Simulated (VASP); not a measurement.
The system is SiC (Moissanite).

```
Si C
1.0
     3.07600    0.00000    0.00000
    -1.53800    2.66389    0.00000
     0.00000    0.00000    5.04800
Si C
2 2
Direct
  0.66667 0.33333 0.50000
  0.33333 0.66667 0.00000
  0.66667 0.33333 0.88500
  0.33333 0.66667 0.38500
```

Base run:

```yaml
Program: VASP 6.6.1
Functional: TB-mBJ
Potentials_or_basis: VASP PAW PBE potentials, release 64 (Si, C)
Cutoff: 520 eV
k_mesh: 10 × 10 × 6
Occupations: gaussian, width 0.02 eV
Spin: no spin polarisation
```

Its results: band gap on the k mesh 3.47 eV, indirect (least direct gap 5.07 eV).

After a change of settings the same cell gave: band gap on the k mesh 2.86 eV, indirect (least direct gap 4.59 eV). Which change was it?
A. functional from TB-mBJ to PBE; further incar settings from ALGO = Normal; EDIFF = 1e-06 to ALGO = Fast; EDIFF = 1e-06
B. functional from TB-mBJ to PBEsol; further incar settings from ALGO = Normal; EDIFF = 1e-06 to ALGO = Fast; EDIFF = 1e-06
C. functional from TB-mBJ to r2SCAN

C.

Caveats: the mesh misses the band edges, which the band path finds closer together.
